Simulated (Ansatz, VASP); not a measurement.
**MgI2: VASP beside Ansatz**

```
Mg I
1.0
     4.00680    0.00000    0.00000
    -2.00340    3.46999    0.00000
     0.00000    0.00000    7.13869
Mg I
1 2
Cartesian
  0.0000 0.0000 0.0000
  0.0000 2.3133 5.4257
  2.0034 1.1567 1.7130
```

Change from the starting cell: biaxial strain in the a-b plane, c and atoms relaxed: -3.0 %.

Alike in both runs: functional PBEsol; k mesh 6 × 6 × 4; occupations gaussian, width 0.02 eV; no spin polarisation.

Ansatz relaxed the structure, and its values are those at the end. VASP's run is a single point on that final structure, the one shown.

|  | VASP | Ansatz |
| --- | --- | --- |
| version | VASP 6.6.1 | Ansatz 0.2.0 |
| potentials or method | VASP PAW PBE potentials, release 64 (Mg, I) | scalar-relativistic, plane waves, PAW |
| plane-wave cutoff (eV) | 520 | 420 |
| valence electrons in the cell | 16 | 44 |

VASP gave:

| Quantity | Value |
| --- | --- |
| gap on the k mesh at the Fermi level (eV) | 3.39 |
| least direct gap on the mesh (eV) | 3.72 |
| pressure (GPa) | 1.3 |

What did Ansatz give for the same quantities?

gap on the k mesh at the Fermi level (eV): 3.40; least direct gap on the mesh (eV): 3.73; pressure (GPa): 1.3.

With one functional, cell and mesh, what is left measures potentials, basis and numerics. The two sets of potentials don't hold the same shells in valence.

Caveats: the PAW data sets were made with another functional, which shifts forces and pressure a little (VASP); spin-orbit coupling is left out, which moves the levels of the heavy elements; this functional lacks dispersion, which binds the layers, so the pressure and a relaxed spacing across them are unreliable. A k mesh can miss the band edges.
